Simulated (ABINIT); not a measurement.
InP:

```
In P
1.0
     0.00000    2.93050    2.93050
     2.93050    0.00000    2.93050
     2.93050    2.93050    0.00000
In P
1 1
Direct
  0.00000 0.00000 0.00000
  0.75000 0.75000 0.75000
```

Program: ABINIT 10.8.3 (patched build). Alike in all runs: no spin polarisation; cell as given; smearing fermi-dirac 0.05 eV.

**Question.** Order these runs on this cell by their band gap on the k mesh, lowest first.
A. level LDA; potentials or basis JTH PAW LDA v2.0; k mesh 8 × 8 × 8; cutoff (eV) 544; fine-grid cutoff 1088.46 eV
B. level PBEsol; potentials or basis PseudoDojo NC SR PBEsol v0.4.1 standard; k mesh 8 × 8 × 8; cutoff (eV) 952
C. level r2SCAN; potentials or basis JTH PAW PBE v2.0; k mesh 5 × 5 × 5; cutoff (eV) 653; fine-grid cutoff 1251.72 eV

**Answer.** A (0.46 eV), B (0.61 eV), C (1.13 eV).

Caveats: spin-orbit coupling is left out, which moves the levels of the heavy elements.
